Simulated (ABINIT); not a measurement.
Input of an ABINIT 10.8.3 (patched build) run:

Contents of run.abi:

```
# Pseudopotentials
pp_dirpath "./"
pseudos "Rb.upf, Br.upf"

# Structure
acell 4.8397124183 4.8397124183 4.8397124183 Angstrom
rprim
     0.0000000000     0.7071067812     0.7071067812
     0.7071067812     0.0000000000     0.7071067812
     0.7071067812     0.7071067812     0.0000000000
ntypat 2
znucl 37 35
natom 2
typat 1 2
xcart
     0.0000000000     0.0000000000     0.0000000000
     3.4221934700     3.4221934700     3.4221934700 Angstrom
chkprim 0
chksymtnons 0
tolsym 1.0e-6

# Plane-wave basis
ecut 625.861884 eV

# k points
kptopt 1
ngkpt 5 5 5
nshiftk 1
shiftk 0.0 0.0 0.0

# Exchange and correlation
ixc -116133

# Bands and occupations
nband 12
occopt 3
tsmear 0.05 eV

# SCF cycle
nstep 100
tolvrs 1.0e-10

# Output
iomode 3
prtwf 0
prtden 0
prteig 0
prtebands 0
enunit 1
```

Potentials or basis: PseudoDojo NC SR PBEsol v0.4.1 standard.

The run is started by

```console
$ abinit run.abi > log 2>&1
```

Task: Estimate the band gap on the k mesh.

Result: 4.22 eV, direct.

Task: Predict the pressure.

Result: 0.0 GPa.
